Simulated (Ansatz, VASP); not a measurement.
# Cross-check of V (linear V chain) between VASP and Ansatz

Wanted: the spread between two codes on one cell, functional and k mesh. The structure shown is the end of the Ansatz relaxation below.

Main program and level: Ansatz 0.2.0; plane waves, with VASP 6.6.1 beside it; single point at PBEsol.

### 1. Set-up

The cell holds 1 atom: 1 V. Its edges and angles: a = 7.500 Å, b = 7.500 Å, c = 2.573 Å, α = 90.0°, β = 90.0°, γ = 90.0°. Vacuum lies along a and b. The structure's axis is c.

### 2. Ansatz: relaxation, PBEsol

Ansatz runs on its default PAW (the set named soft_2) files.

This run makes the geometry at which the two programs are then compared.

The input, input.yaml:

```yaml
crystal:
  lattice:
    - [7.5, 0.0, 0.0]
    - [0.0, 7.5, 0.0]
    - [0.0, 0.0, 2.8458]
  atoms:
    - { symbol: V, position: [0.5, 0.5, 0.0], spin: 3.0 }
magnetization:
  spin_polarized: true
kpoints:
  mp_grid: { grid: [1, 1, 29] }
scf:
  occupations: { method: fermi_dirac, width: 0.05 }
hamiltonian:
  xc: pbesol
relax:
  cell: { fix: [a, b, alpha, beta, gamma] }
  max_steps: 60
```

On the command line:

```
$ ansatz run input.yaml --threads 4 --pin off --max-ram 8192MiB --backend cpu --events-out ev --progress --plain --runs-dir out
```

Numbers of over 12 decimals in the logs are rounded to 6 here.

The program printed:

```text
Engine: ansatz 0.2.0, aarch64-unknown-linux-gnu
Pseudopotentials: kind: paw
Pseudopotential: V, paw, valence charge 13, recommended cutoff 420 eV (normal), V.paw.azcp
Functional definition: PBEsol
  exchange = pbesol_x
  correlation = pbesol_c
Crystal: 1 atoms, lattice volume = 160.076 Å³
Basis set: ecut = 420 eV, 3145 PW (Γ), exchange–correlation on 108×108×40 points (8 copies of the dense FFT grid, shifted against one another)
Bands: 12, of which v1, the nominal top of the filled ones, is band 7 counted from 1 (6 counted from 0)
Symmetry: 16 space group operations
Space group: P4/mmm (ITA 123), of the structure as read, at distance tolerance 5.4e-5 Å
Magnetic group: BNS 123.339 (UNI 999), of the structure as read, at distance tolerance 5.4e-5 Å
k-points: 15 of 29
Non-local potential: V, projectors of the file, l = 0: 3, l = 1: 2, l = 2: 3, l = 3: 1
PAW form: soft (Blöchl's): semilocal exchange-correlation on the pseudo side does not see the compensation charge
PAW frozen core: V, regenerated for the run's functional, and the local potential with it (the file was generated under x = pbe(κ = 0.804, μ = 0.219515), c = pbe(β = 0.066725))
PAW one-centre angular grid: V, 590 points (default); XC on 64 Gauss nodes
Initial density: superposition of atomic densities (neutral atoms: chi_scale 0, normalization atom)
Starting moments: Σ|m| = 3 μB on 1 of 1 site
Initial wavefunctions: pseudopotential atomic-orbital guess
Functional: x = pbesol(κ = 0.804, μ = 0.123457), c = pbesol(β = 0.046)
SCF iter   1: F=—  HF=-2880.124629 eV  |F-HF|=—  |Δ(HF+E_count)|=         —  Δρ=1.94e-2 (↑1.94e-2 ↓6.49e-3)  dr2=1.22e0  dr2_m=1.43e-1  M=3.733 μB ∫|m|=3.733 μB  β_m=0.30  ethr=3.10e-3  ⟨swp⟩=5.4  Hψ=1992  notcnv=0
Mixer restart at iter 1: flushing history
preconditioner: auto → LDOS  [metal: Δε(μ)=0.017 eV  Ē_g=3.014 eV  σ=0.050 eV  W_gap=0.09  n_scr=12 (ndim 8)  ℏωp=6.6 eV  f_vac=0.593  D(μ)=6.16/eV (n_scr^D=46)]
spin=Collinear: LDOS preconditioning applied to the charge; magnetization (m = ρ↑ − ρ↓) channel mixes plain (no charge-response kernel on spin).
SCF iter   2: F=—  HF=-2880.324906 eV  |F-HF|=—  |Δ(HF+E_count)|=   2.00e-1  Δρ=1.23e-2 (↑1.23e-2 ↓4.59e-3)  dr2=5.85e-1  dr2_m=5.79e-2  M=3.802 μB ∫|m|=3.802 μB  β_m=0.58  ethr=3.10e-3  ⟨swp⟩=2.1  Hψ=780  notcnv=0  defer=21
SCF iter   3: F=—  HF=-2880.698895 eV  |F-HF|=—  |Δ(HF+E_count)|=   3.74e-1  Δρ=2.76e-3 (↑2.76e-3 ↓1.71e-3)  dr2=2.13e-2  dr2_m=3.32e-3  M=3.961 μB ∫|m|=3.961 μB  β_m=0.79  ethr=3.10e-3  ⟨swp⟩=2.5  Hψ=602  notcnv=0  defer=20
SCF iter   4: F=—  HF=-2880.748064 eV  |F-HF|=—  |Δ(HF+E_count)|=         —  Δρ=8.06e-4 (↑8.06e-4 ↓3.39e-4)  dr2=9.25e-4  dr2_m=2.99e-4  M=4.038 μB ∫|m|=4.038 μB  β_m=0.79  ethr=1.64e-4  ⟨swp⟩=2.9  Hψ=749  notcnv=0  defer=20
Mixer restart at iter 4: flushing history
SCF iter   5: F=—  HF=-2880.750389 eV  |F-HF|=—  |Δ(HF+E_count)|=   2.32e-3  Δρ=3.85e-4 (↑3.85e-4 ↓1.94e-4)  dr2=4.08e-4  dr2_m=7.46e-5  M=4.055 μB ∫|m|=4.055 μB  β_m=0.89  ethr=7.11e-6  ⟨swp⟩=2.8  Hψ=620  notcnv=0  defer=24
SCF iter   6: F=—  HF=-2880.751252 eV  |F-HF|=—  |Δ(HF+E_count)|=   8.63e-4  Δρ=2.75e-4 (↑2.75e-4 ↓8.01e-5)  dr2=5.69e-5  dr2_m=3.82e-5  M=4.066 μB ∫|m|=4.066 μB  β_m=0.75  ethr=3.14e-6  ⟨swp⟩=2.6  Hψ=575  notcnv=0  defer=24
SCF iter   7: F=—  HF=-2880.751271 eV  |F-HF|=—  |Δ(HF+E_count)|=   1.92e-5  Δρ=3.67e-5 (↑3.67e-5 ↓3.58e-5)  dr2=1.78e-6  dr2_m=1.54e-6  M=4.071 μB ∫|m|=4.071 μB  β_m=0.88  ethr=4.38e-7  ⟨swp⟩=2.5  Hψ=585  notcnv=0  defer=24
SCF iter   8: F=—  HF=-2880.751279 eV  |F-HF|=—  |Δ(HF+E_count)|=   7.91e-6  Δρ=1.48e-5 (↑1.48e-5 ↓6.07e-6)  dr2=2.49e-7  dr2_m=7.85e-8  M=4.073 μB ∫|m|=4.073 μB  β_m=0.82  ethr=1.37e-8  ⟨swp⟩=2.7  Hψ=590  notcnv=0  defer=24
SCF iter   9: F=—  HF=-2880.751279 eV  |F-HF|=—  |Δ(HF+E_count)|=   2.65e-7  Δρ=4.72e-6 (↑4.72e-6 ↓4.00e-6)  dr2=1.87e-8  dr2_m=2.32e-8  M=4.073 μB ∫|m|=4.073 μB  β_m=0.91  ethr=1.91e-9  ⟨swp⟩=2.2  Hψ=523  notcnv=0  defer=24
SCF iter  10: F=-2880.751280 eV  HF=-2880.751280 eV  |F-HF|=2.16e-9  |Δ(HF+E_count)|=   1.15e-7  Δρ=2.73e-6 (↑2.73e-6 ↓7.79e-7)  dr2=6.59e-9  dr2_m=3.38e-9  M=4.073 μB ∫|m|=4.073 μB  ethr=1.44e-10  ⟨swp⟩=1.7  Hψ=1135  notcnv=0
SCF 1 converged in 10 iterations: F = -2880.751280 eV  dr2 = 6.59e-9
  greatest PAW one-centre occupation: 0.999 electrons in one spin orbital (limit 2), on the V atom at site 0 (counted from 0), in its partial waves of l = 0
relax step   1: F+E_penalty+E_count = -2880.75127952 eV  Δ(F+E_penalty+E_count) = +0.000e0 eV  max|allowed force component| = 0.000e0 eV/Å  Δτ_max = 0.0000 Å  P = -0.842 GPa  Ω = 160.076 Å³  fix = [a, b, alpha, beta, gamma]  reactions: a -0.216, b -0.216 GPa  (10 SCF iters, dr2 threshold 1.00e-7 eV, accepted)
[...]
relax step   4: F+E_penalty+E_count = -2880.86776341 eV  Δ(F+E_penalty+E_count) = -1.764e-3 eV  max|allowed force component| = 0.000e0 eV/Å  Δτ_max = 0.0000 Å  P = -0.085 GPa  Ω = 144.174 Å³  energy of the carried Pulay correction = +3.888e-4 eV  fix = [a, b, alpha, beta, gamma]  reactions: a -0.198, b -0.198 GPa  (6 SCF iters, dr2 threshold 1.00e-7 eV, accepted)
[...]
relax step   5: F+E_penalty+E_count = -2880.86802075 eV  Δ(F+E_penalty+E_count) = -2.573e-4 eV  max|allowed force component| = 0.000e0 eV/Å  Δτ_max = 0.0000 Å  P = -0.129 GPa  Ω = 144.756 Å³  energy of the carried Pulay correction = +3.739e-4 eV  fix = [a, b, alpha, beta, gamma]  reactions: a -0.199, b -0.199 GPa  (6 SCF iters, dr2 threshold 4.95e-8 eV, accepted)
[...]
relax step   6: F+E_penalty+E_count = -2880.86761310 eV  Δ(F+E_penalty+E_count) = +4.076e-4 eV  max|allowed force component| = 0.000e0 eV/Å  Δτ_max = 0.0000 Å  P = -0.129 GPa  Ω = 144.756 Å³  fix = [a, b, alpha, beta, gamma]  reactions: a -0.199, b -0.199 GPa  stress off target by 1.06e-2 GPa on what of the cell is left free  SCF on the basis re-selected at this cell (its energy is not comparable with the rows above)  (8 SCF iters)
basis re-selected at this cell: Δ(F+E_penalty+E_count) = +4.076e-4 eV, ΔP = +0.001 GPa vs the last step (what re-selecting the basis moved, of the pressure what is left beyond the Pulay correction that the steps carried, after the strain that the cell walked since its last selection, with what the two solves' SCF thresholds leave and, on support functions, any second-order correction that the steps lacked; it is no measure of the basis error at this ecutwfc). The dense FFT grid was sized anew with the basis: this SCF ran on 54×54×18 points, the steps before it on 54×54×20, so part of this shift can come from that change (see relax.cell in the input reference). [rest of the remark cut]
SCF converged after 8 iterations
Magnetization: 4.0970 μB (8.5485 up, 4.4515 down)
Absolute magnetization: 4.0970 μB (∫|ρ↑−ρ↓|, with the PAW one-centre terms)
Spin contamination: 0.0016 ħ² per cell (⟨S²⟩ above its minimum at these occupations)
Per-site moments (μB) at R_I (Å): [(2.919297, 1.061547)]
Free energy (F): -2880.867613 eV
Harris-Foulkes:  -2880.867613 eV  (|F-HF|=2.27e-12)
Internal energy: -2880.839695 eV  (E = F + TS)
E sigma→0 (E₀):  -2880.853654 eV
Entropy (-TS):   -0.027919 eV (-27.919 meV/atom)
Fermi energy:    -1.600838 eV
--- Per-component energies (eV) ---
  E_band       = -375.378584
  E_kinetic    = 331.874435
  E_local      = -2940.699199  (includes V_loc(G=0)·N_el)
  E_nonlocal   = -34.112347
  E_hartree    = 1315.555393
  E_xc         = -124.099785
  E_vxc        = -157.730108  (∫ρ·V_xc dr)
  E_paw        = -1092.098694  (= ΣΔE_a)
  E_vpaw       = -205.822425  (= ΣTr[D̂ρ^β])
  E_aug_tail   = 0.000266  (compensation charges beyond the density's cutoff)
  E_ewald      = -337.409443
  E_core_change = 0.149679  (= ΣΔE_core)
  E_smearing   = -0.027919  (= −TS)
  E_closure    = 0.000000  (closes the sum)
  Σ components = -2880.867613   (vs F -2880.867613, Δ=0.00e0)
--- Forces (eV/Å), atoms counted from 1 ---
  atom   1  V      0.00000000     0.00000000     0.00000000
  max |Σ_I F_I| component: 2.52e-29 eV/Å
--- Stress (GPa, compression-positive) ---
       -0.198535       0.000000       0.000000
        0.000000      -0.198535       0.000000
        0.000000       0.000000       0.010637
  P = ⅓ Tr σ = -0.1288 GPa (-1.288 kbar)
--- Relaxed structure (5 steps of the walk, 5 accepted, 1 SCFs on fresh bases) ---
  F+E_penalty+E_count = -2880.86761310 eV   max|allowed force component| = 0.000e0 eV/Å   (the final SCF, on the basis selected at the relaxed cell)
  cell:  # Å, volume = 144.7564 Å³
    - [7.5, 0.0, 0.0]
    - [0.0, 7.5, 0.0]
    - [0.0, 0.0, 2.573446]
  atoms:
    - { symbol: V, position: [0.5, 0.5, 0.0] }
```

### 3. VASP: single point, PBEsol

The same cell, functional, mesh and smearing now go to VASP, with its own data sets.

Lines of VASP's logs that name or quote its potential files are left out, and so is its time.

The input, INCAR:

```
SYSTEM = V
PREC = Accurate
ENCUT = 500
EDIFF = 1E-06
NELM = 200
ISMEAR = -1
SIGMA = 0.05
LREAL = .FALSE.
ALGO = Normal
GGA = PS
NBANDS = 15
ISPIN = 2
MAGMOM = 2.92
LASPH = .TRUE.
LMAXMIX = 4
LORBIT = 11
LWAVE = .FALSE.
LCHARG = .FALSE.
ISIF = 2
GGA_COMPAT = .FALSE.
```

The input, POSCAR:

```
V
1.0
    7.5000000000      0.0000000000      0.0000000000
    0.0000000000      7.5000000000      0.0000000000
    0.0000000000      0.0000000000      2.5734463810
V
1
Direct
    0.5000000000      0.5000000000      0.0000000000
```

The input, KPOINTS:

```
Automatic mesh
0
Gamma
1 1 29
0 0 0
```

Potentials, in the order of the species: V_sv (PBE family, release 64).

On the command line:

```
$ mpirun -np 1 vasp_std
```

The program printed:

```text
[banner, memory and clock lines left out]
running    1 mpi-ranks, on    1 nodes
 distrk:  each k-point on    1 cores,    1 groups
 distr:  one band on    1 cores,    1 groups

 POSCAR found type information on POSCAR V
 POSCAR found :  1 types and       1 ions
|                                                                             |
|               ----> ADVICE to this user running VASP <----                  |
|                                                                             |
|     You enforced a specific xc type in the INCAR file but a different       |
|     [... a line on the potential file left out ...]
|     I HOPE YOU KNOW WHAT YOU ARE DOING!                                     |
|                                                                             |

 LDA part: xc-table for (Slater+PW92), standard interpolation
 POSCAR, INCAR and KPOINTS ok, starting setup
 FFT: planning ... GRIDC
 FFT: planning ... GRID_SOFT
 FFT: planning ... GRID
 WAVECAR not read
 entering main loop
       N       E                     dE             d eps       ncg     rms          rms(c)
DAV:   1     0.692713829981E+02    0.69271E+02   -0.73155E+03  1180   0.602E+02
DAV:   2    -0.354635851471E+01   -0.72818E+02   -0.68605E+02  1005   0.184E+02
DAV:   3    -0.492709507140E+01   -0.13807E+01   -0.12583E+01  1076   0.283E+01
DAV:   4    -0.494058763361E+01   -0.13493E-01   -0.13464E-01  1026   0.286E+00
DAV:   5    -0.494073515183E+01   -0.14752E-03   -0.14751E-03  1138   0.331E-01    0.509E+00
DAV:   6    -0.510549257659E+01   -0.16476E+00   -0.13016E+00   907   0.809E+00    0.485E+00
DAV:   7    -0.511467760149E+01   -0.91850E-02   -0.10959E-01   928   0.265E+00    0.158E+00
DAV:   8    -0.518333997651E+01   -0.68662E-01   -0.78567E-02   981   0.211E+00    0.934E-01
DAV:   9    -0.523565640038E+01   -0.52316E-01   -0.35359E-02   900   0.120E+00    0.304E-01
DAV:  10    -0.524093377402E+01   -0.52774E-02   -0.23047E-03   921   0.388E-01    0.145E-01
DAV:  11    -0.524114019641E+01   -0.20642E-03   -0.44439E-04   907   0.120E-01    0.712E-02
DAV:  12    -0.524120490223E+01   -0.64706E-04   -0.48188E-04   907   0.140E-01    0.428E-02
DAV:  13    -0.524193871942E+01   -0.73382E-03   -0.43030E-04   907   0.850E-02    0.301E-02
DAV:  14    -0.524216432228E+01   -0.22560E-03   -0.11833E-04   921   0.512E-02    0.143E-02
DAV:  15    -0.524229346981E+01   -0.12915E-03   -0.52204E-05   907   0.333E-02    0.110E-02
DAV:  16    -0.524231005673E+01   -0.16587E-04   -0.14384E-05   935   0.157E-02    0.520E-03
DAV:  17    -0.524232187587E+01   -0.11819E-04   -0.37579E-06   896   0.857E-03    0.370E-03
DAV:  18    -0.524232502899E+01   -0.31531E-05   -0.69734E-06   868   0.816E-03    0.192E-03
DAV:  19    -0.524232527742E+01   -0.24843E-06   -0.16948E-06   896   0.585E-03
   1 F= -.52423253E+01 E0= -.52283954E+01  d E =-.278598E-01  mag=     4.0974
```

Parts of OUTCAR (step 3):

```text
ion  position               nearest neighbor table
   1  0.500  0.500  0.000-

  LATTYP: Found a simple tetragonal cell.
 ALAT       =     7.5000000000
 C/A-ratio  =     0.3431261841

 Subroutine GETGRP returns: Found 16 space group operations
 (whereof 16 operations were pure point group operations)

The static configuration has the point symmetry D_4h.

 Found     15 irreducible k-points:

   k-points           NKPTS =     15   k-points in BZ     NKDIM =     15   number of bands    NBANDS=     15

   dimension x,y,z NGX =    56 NGY =   56 NGZ =   20
   dimension x,y,z NGXF=   112 NGYF=  112 NGZF=   40

   ENCUT  =  500.0 eV  36.75 Ry    6.06 a.u.  13.67 13.67  4.69*2*pi/ulx,y,z

   NELECT =      13.0000    total number of electrons

 k-points in reciprocal lattice and weights: Automatic mesh
   0.00000000  0.00000000  0.00000000       0.034
   0.00000000  0.00000000  0.03448276       0.069
   0.00000000  0.00000000  0.06896552       0.069
   0.00000000  0.00000000  0.10344828       0.069
   0.00000000  0.00000000  0.13793103       0.069
   0.00000000  0.00000000  0.17241379       0.069
   0.00000000  0.00000000  0.20689655       0.069
   0.00000000  0.00000000  0.24137931       0.069
   0.00000000  0.00000000  0.27586207       0.069
[...]
0.00000000  0.00000000  0.44827586       0.069
   0.00000000  0.00000000  0.48275862       0.069

 average (electrostatic) potential at core
       1 -81.5834

 E-fermi :  -2.2359

 spin component 1
 k-point     1 :       0.0000    0.0000    0.0000
  band No.  band energies     occupation
    ...
      4     -40.6706      1.00000
      5      -5.9261      1.00000
      6      -3.7784      1.00000
      7      -2.9450      1.00000
      8      -2.9256      1.00000
      9      -1.2448      0.00000
     10      -1.2448      0.00000
     11      -1.1896      0.00000
     12      -1.1896      0.00000
     13       1.1163      0.00000
    ...

 k-point     2 :       0.0000    0.0000    0.0345
  band No.  band energies     occupation
    ...
      4     -40.6786      1.00000
      5      -5.8836      1.00000
      6      -3.7591      1.00000
      7      -2.9363      1.00000
      8      -2.9172      1.00000
      9      -1.4909      0.00000
     10      -1.4909      0.00000
     11      -0.9419      0.00000
     12      -0.9419      0.00000
     13       1.1411      0.00000
    ...

 k-point     3 :       0.0000    0.0000    0.0690
  band No.  band energies     occupation
    ...
      4     -40.7025      1.00000
      5      -5.7566      1.00000
      6      -3.7014      1.00000
      7      -2.9106      1.00000
      8      -2.8925      1.00000
      9      -1.7634      0.00008
     10      -1.7634      0.00008
     11      -0.6628      0.00000
     12      -0.6628      0.00000
     13       1.2155      0.00000
    ...

 k-point     4 :       0.0000    0.0000    0.1034
  band No.  band energies     occupation
    ...
      4     -40.7409      1.00000
      5      -5.5477      1.00000
      6      -3.6067      1.00000
      7      -2.8690      1.00000
      8      -2.8523      1.00000
      9      -2.0376      0.01860
     10      -2.0376      0.01860
     11      -0.3718      0.00000
     12      -0.3718      0.00000
     13       1.3395      0.00000
    ...

 k-point     5 :       0.0000    0.0000    0.1379
  band No.  band energies     occupation
    ...
      6      -3.4769      1.00000
      7      -2.8131      0.99999
      8      -2.7984      0.99999
      9      -2.3113      0.81875
     10      -2.3113      0.81875
     11      -0.0630      0.00000
     12      -0.0630      0.00000
     13       1.5133      0.00000
     14       2.4297      0.00000
     15       4.3162      0.00000

 k-point     6 :       0.0000    0.0000    0.1724
  band No.  band energies     occupation
    ...
      6      -3.3153      1.00000
      7      -2.7454      0.99996
      8      -2.7330      0.99995
      9      -2.5810      0.99900
     10      -2.5810      0.99900
     11       0.2692      0.00000
     12       0.2692      0.00000
     13       1.7370      0.00000
     14       2.6468      0.00000
     15       4.5161      0.00000

  Total       -0.1922935     -0.1922935      0.0187993      0.0000000      0.0000000      0.0000000
  in kB       -2.1283225     -2.1283225      0.2080721      0.0000000      0.0000000      0.0000000
  external PRESSURE =      -1.3495243 kB  Pullay stress =       0.0000000 kB

  energy-cutoff  :      500.00
  volume of cell :      144.76
      direct lattice vectors                 reciprocal lattice vectors
     7.500000000  0.000000000  0.000000000     0.133333333  0.000000000  0.000000000
     0.000000000  7.500000000  0.000000000     0.000000000  0.133333333  0.000000000
     0.000000000  0.000000000  2.573446381     0.000000000  0.000000000  0.388583966

 POSITION                                       TOTAL-FORCE (eV/Angst)
 -----------------------------------------------------------------------------------
      3.75000      3.75000      0.00000         0.000000      0.000000      0.000000
 -----------------------------------------------------------------------------------
    total drift:                                0.000000      0.000000      0.000000

  FREE ENERGIE OF THE ION-ELECTRON SYSTEM (eV)
  ---------------------------------------------------
  free  energy   TOTEN  =        -5.2423252774 eV

  energy  without entropy=       -5.2144655247  energy(sigma->0) =       -5.22839540

 total charge
# of ion       s       p       d       tot
------------------------------------------
    1        2.299   6.014   3.126  11.439

 magnetization (x)
# of ion       s       p       d       tot
------------------------------------------
    1        0.083   0.048   2.987   3.119

[... 6 further parts left out ...]
```

The cell holds one magnetic atom, so no antiferromagnetic order fits into it.

### 4. Differences

Known differences besides the potentials themselves: VASP starts from the moments at which Ansatz ended; the cutoff is 420 eV in Ansatz and 500 eV in VASP; Ansatz makes its cores anew for this functional, VASP keeps those of its PBE data sets; Ansatz's pressure holds a Pulay correction, VASP's none; site moments are counted in spheres of each program's own size. Total energies have different zeros and are not compared.

Both answers:

```
         quantity  Ansatz   VASP  difference
   pressure (GPa)   -0.13  -0.13       +0.01
total moment (μB)    4.10   4.10        0.00
moment on V1 (μB)    2.92   3.12       -0.20
```

### 5. Summary of results

```json
{
  "difference in total moment (single point, PBEsol)": "-3.6e-4 μB"
}
```

**Reading.** The difference in total moment is -3.6e-4 μB (single point, PBEsol). Such differences can come from data sets, numerical settings and the points named under the comparisons, not from the functional's error against experiment.

[Lines on the potential files, build, host, timing and source positions are cut from VASP's logs without a mark.]

[Logs are printed without paths, hosts, clocks, repeated set-up lines and the standing remarks that a program may print on its own settings, such as how far it seeks lower states.]

[Hosts, paths, dates, database ids (printed as entryN), source tags and the programs' standing remarks are cut or masked in the printed files.]
